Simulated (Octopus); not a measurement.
# BaF2 (Frankdicksonite) (Fm-3m) in Octopus: reference runs

How does BaF2 (Frankdicksonite) come out in PBEsol? The cell is run as given.

Everything below comes from runs of Octopus 16.4. Logs are shortened: lines on timing, memory, paths and dates and some standing lists are left out, and cuts for length are marked.

## 1. Starting point

Symmetry: Fm-3m, No. 225, cubic system. The conventional cell has a = 6.200 Å, b = 6.200 Å, c = 6.200 Å, α = 90.00°, β = 90.00°, γ = 90.00°. Ba (site symmetry m-3m) is surrounded by 8 F at 2.68 Å. Around F (site symmetry -43m) lie 4 Ba at 2.68 Å.

## 2. Single point, PBEsol

Contents of inp:

```
CalculationMode = gs
UnitsOutput = eV_Angstrom
PeriodicDimensions = 3
ExperimentalFeatures = yes
PseudopotentialSet = pseudodojo_pbesol
%LatticeParameters
 1*angstrom | 1*angstrom | 1*angstrom
%
%LatticeVectors
 0 | 3.10005 | 3.10005
 3.10005 | 0 | 3.10005
 3.10005 | 3.10005 | 0
%
%ReducedCoordinates
 "Ba" | 0 | 0 | 0
 "F" | 0.75 | 0.75 | 0.75
 "F" | 0.25 | 0.25 | 0.25
%
%Spacing
 0.13285251*angstrom | 0.13285251*angstrom | 0.13285251*angstrom
%
DerivativesOrder = 8
%KPointsGrid
 8 | 8 | 8
%
KPointsUseSymmetries = yes
XCFunctional = gga_x_pbe_sol + gga_c_pbe_sol
SmearingFunction = fermi_dirac
Smearing = 0.05*eV
ExtraStates = 7
Eigensolver = chebyshev_filter
ConvRelDens = 3e-7
MaximumIter = 120
%Output
 density | cube
 elf | cube
 potential | cube
%
```

Potentials or basis: pseudodojo_pbesol (PseudoDojo 0.4, PBEsol).

Command:

```
OMP_NUM_THREADS=1 octopus > out.log
```

out.log:

```text
Running octopus

[... 13 lines left out ...]

Input: [AllElectronType = no]
Input: [PseudopotentialSet = pseudodojo_pbesol]
Reading Coordinates from ReducedCoordinates block

****************************** Species *******************************
  Species 'Ba'
    type             : pseudopotential
    file             : 'Ba.upf'
    file format      : UPF2
    valence charge   : 10.0
    atomic number    :  56
    form on file     : kleinman-bylander
    lmax             : 2
    llocal           : -1
    projectors per l : 2
    total projectors : 6
    application form : kleinman-bylander
    orbitals         :  5
    bound orbitals   :  5

  Species 'F'
    type             : pseudopotential
    file             : 'F.upf'
    file format      : UPF2
    valence charge   : 7.0
    atomic number    :   9
    form on file     : kleinman-bylander
    lmax             : 2
    llocal           : -1
    projectors per l : 2
    total projectors : 6
    application form : kleinman-bylander
    orbitals         :  4
    bound orbitals   :  4

**********************************************************************

***************************** Symmetries *****************************
Space group No.  225
International: Fm-3m
Schoenflies: Oh^5
Info: The system has    48 symmorphic symmetries that can be used.
  Index                Rotation matrix                      Fractional translations
    1 :     1   0   0     0   1   0     0   0   1      0.000000    0.000000    0.000000
    2 :    -1   0   0     0  -1   0     0   0  -1      0.000000    0.000000    0.000000
    3 :     1   0  -1     1   0   0     1  -1   0      0.000000    0.000000    0.000000
    4 :    -1   0   1    -1   0   0    -1   1   0      0.000000    0.000000    0.000000
    5 :     0   1  -1     1   0  -1     0   0  -1      0.000000    0.000000    0.000000
    6 :     0  -1   1    -1   0   1     0   0   1      0.000000    0.000000    0.000000
[... 40 lines left out ...]
   47 :     0   1  -1    -1   1   0     0   1   0      0.000000    0.000000    0.000000
   48 :     0  -1   1     1  -1   0     0  -1   0      0.000000    0.000000    0.000000
Info: The system also has     0 nonsymmorphic symmetries (not used for electrons).
**********************************************************************

Input: [CurvMethod = curv_affine]
Input: [DerivativesStencil = stencil_stargeneral]

****************************** Lattice *******************************
  Lattice Vectors [A]
    0.000000    3.100050    3.100050
    3.100050    0.000000    3.100050
    3.100050    3.100050    0.000000
  Cell volume =            59.5849 [A^3]
  Reciprocal-Lattice Vectors [A^-1]
   -1.013401    1.013401    1.013401
    1.013401   -1.013401    1.013401
    1.013401    1.013401   -1.013401
  Cell angles [degree]
    alpha =   60.000
    beta  =   60.000
    gamma =   60.000
**********************************************************************

Checking if the generated full k-point grid is symmetric

    29 k-points generated from parameters :
 ---------------------------------------------------
    n =    8    8    8

    s1  =  0.00  0.00  0.00

   index |      weight  |             coordinates              |
       1 |     0.001953 |    0.000000    0.000000    0.000000  |
       2 |     0.015625 |    0.125000    0.000000    0.000000  |
       3 |     0.011719 |    0.125000    0.125000    0.000000  |
       4 |     0.023438 |   -0.125000    0.125000    0.000000  |
       5 |     0.046875 |   -0.125000    0.125000    0.125000  |
       6 |     0.015625 |    0.250000    0.000000    0.000000  |
[... 21 lines left out ...]
      28 |     0.023438 |   -0.375000    0.500000    0.125000  |
      29 |     0.005859 |    0.500000    0.500000    0.000000  |

Input: [SmearingFunction = fermi_dirac]
Input: [SymmetrizeDensity = yes]

******************************* States *******************************
[... 73 lines left out ...]
Info: Ground-state allocation done.
Info: Could not find 'restart/gs' directory for restart.
[... 18 lines left out ...]
** Warning:
**   Cannot do LCAO for all states because there are not enough atomic orbitals.
**   Required: 19. Available: 13. 6 orbitals will be randomized.

Info: Unnormalized total charge =     24.014007
Info: Renormalized total charge =     24.000000

** Warning:
**   Symmetrization discrepancy ratio (scalar) =  4.04708E-06

Info: Setting up Hamiltonian.
Info: Performing initial LCAO calculation with     13 orbitals.
Info: Getting Hamiltonian matrix elements.

Eigenvalues [eV]
 #st  Spin   Eigenvalue      Occupation
#k =       1, k = (  0.000000,  0.000000,  0.000000)
   1   --   -24.269268       2.000000
   2   --   -22.596453       2.000000
   3   --   -22.038112       2.000000
   4   --    -8.728675       2.000000
   5   --    -8.728675       2.000000
   6   --    -8.728506       2.000000
   7   --    -4.582596       2.000000
   8   --    -4.582596       2.000000
   9   --    -4.581650       2.000000
  10   --    -3.603417       2.000000
  11   --    -3.603417       2.000000
  12   --    -3.602400       2.000000
  13   --     5.450411       1.999921
#k =       2, k = (  0.125000,  0.000000,  0.000000)
   1   --   -24.194868       2.000000
   2   --   -22.552259       2.000000
   3   --   -22.053584       2.000000
   4   --    -8.533226       2.000000
   5   --    -8.533073       2.000000
   6   --    -8.404360       2.000000
   7   --    -4.376003       2.000000
   8   --    -4.375163       2.000000
   9   --    -4.204885       2.000000
  10   --    -3.405518       2.000000
  11   --    -3.399287       2.000000
  12   --    -3.398368       2.000000
  13   --     5.819006       1.882353
[... 27 further k-points ...]
Fermi energy =     5.957636 eV
Generating random wavefunctions for states       14 and above
Orthogonalizing wavefunctions.
Info: Ground-state restart information will be written to 'restart/gs'.
Info: SCF using complex wavefunctions.
Info: Starting SCF iteration.

** Warning:
**   Symmetrization discrepancy ratio (scalar) =  7.63684E-03

*********************** SCF CYCLE ITER #    1 ************************
 etot  = -2.20843539E+03 abs_ev   =  5.89E+01 rel_ev   =  2.45E-01
 ediff =        8.12E+01 abs_dens =  2.30E+00 rel_dens =  9.56E-02
Matrix vector products: 725
Converged eigenvectors: 0

#  State  KPoint  Eigenvalue [eV]  Occupation    Error
      1       1      -24.276809    2.000000   ( 1.8E-05)
      1       2      -24.222303    2.000000   ( 8.5E-05)
      1       3      -24.203665    2.000000   ( 5.8E-05)
      1       4      -24.135591    2.000000   ( 9.2E-05)
      1       5      -24.084586    2.000000   ( 1.5E-04)
      1       6      -24.073832    2.000000   ( 2.8E-04)
      1      10      -23.997894    2.000000   ( 1.4E-04)
      1       7      -23.968828    2.000000   ( 8.3E-04)
[... 23 lines left out ...]
     19      17       15.192546    0.000000   ( 1.2E-01)
     19      23       15.219235    0.000000   ( 1.4E-01)
     19      14       15.381676    0.000000   ( 1.5E-01)
     19       3       15.390204    0.000000   ( 1.5E-01)
     19       2       15.524324    0.000000   ( 1.2E-01)
     19      20       15.788647    0.000000   ( 1.5E-01)
     19      12       15.817344    0.000000   ( 1.5E-01)
     19      19       16.257022    0.000000   ( 1.6E-01)

Density of states:

-----------------------------------%----------------------------------
--------------------------%-------%%----------------------------------
--------------------------%-------%%----------------------------------
--------------------------%-------%%----------------------------------
---%----------------------%-------%%----------------------------------
---%----------------------%-------%%----------------------------------
---%----------------------%-------%%----------------------------------
-%-%----------------------%-------%%--------------------%-------------
-%-%----------------------%-------%%----------------%--%%%%-%-%-------
-%-%----------------------%------%%%----------------%%-%%%%%%%%%%%-%--
                                           ^

Fermi energy =     1.122542 eV

**********************************************************************

*********************** SCF CYCLE ITER #    2 ************************
 etot  = -2.13008728E+03 abs_ev   =  3.03E+01 rel_ev   =  1.44E-01
 ediff =        2.88E+00 abs_dens =  1.03E+00 rel_dens =  4.31E-02
Matrix vector products: 725
Converged eigenvectors: 0
[... 163 lines left out ...]
*********************** SCF CYCLE ITER #   16 ************************
 etot  = -2.10803883E+03 abs_ev   =  1.16E-05 rel_ev   =  5.84E-08
 ediff =        3.48E-07 abs_dens =  3.25E-07 rel_dens =  1.35E-08
Matrix vector products: 725
Converged eigenvectors: 157

#  State  KPoint  Eigenvalue [eV]  Occupation    Error
      1       1      -23.933224    2.000000   ( 1.0E-08)
      1       2      -23.904318    2.000000   ( 1.0E-08)
      1       3      -23.894622    2.000000   ( 1.1E-08)
      1       4      -23.860811    2.000000   ( 8.9E-09)
      1       5      -23.836575    2.000000   ( 1.0E-08)
      1       6      -23.832099    2.000000   ( 9.9E-09)
      1      10      -23.797588    2.000000   ( 1.7E-08)
      1       7      -23.786572    2.000000   ( 8.8E-09)
[... 23 lines left out ...]
     19      25       13.820095    0.000000   ( 5.3E-03)
     19      29       13.911030    0.000000   ( 9.8E-03)
     19      27       13.940908    0.000000   ( 6.1E-03)
     19       2       13.975711    0.000000   ( 1.9E-02)
     19      24       14.064067    0.000000   ( 6.6E-03)
     19       1       14.258838    0.000000   ( 4.8E-03)
     19       3       14.296959    0.000000   ( 4.8E-03)
     19      10       14.438187    0.000000   ( 9.0E-03)

Density of states:

---------------------------%-------------%----------------------------
---------------------------%-------------%----------------------------
---------------------------%-------------%----------------------------
---------------------------%------------%%----------------------------
---------------------------%------------%%----------------------------
-------%-------------------%------------%%----------------------------
-------%-------------------%------------%%----------------%-----------
%------%-------------------%-----------%%%----------------%%%-%-------
%------%%------------------%-----------%%%-------------%--%%%-%%--%---
%------%%------------------%-----------%%%-------------%%-%%%%%%%-%%%-
                                                ^

Fermi energy =     2.545681 eV

**********************************************************************

Info: SCF converged in   16 iterations

** Warning:
**   Some of the states are not fully converged!

Info: Number of matrix-vector products:      11600
Info: Writing output to static/

Info: Finished writing information to 'restart/gs'.

Octopus emitted 21 warnings.
```

Run time: 9 min. Hardware: 1 thread of Arm Neoverse V1, shared host; peak memory 1.1 GiB.

Results:

* Free energy: -2108.0388 eV
* Band gap on the k mesh: 6.68 eV, indirect (least direct gap 6.77 eV)

Caveat: spin-orbit coupling is left out, which moves the levels of the heavy elements. A k mesh can miss the band edges.
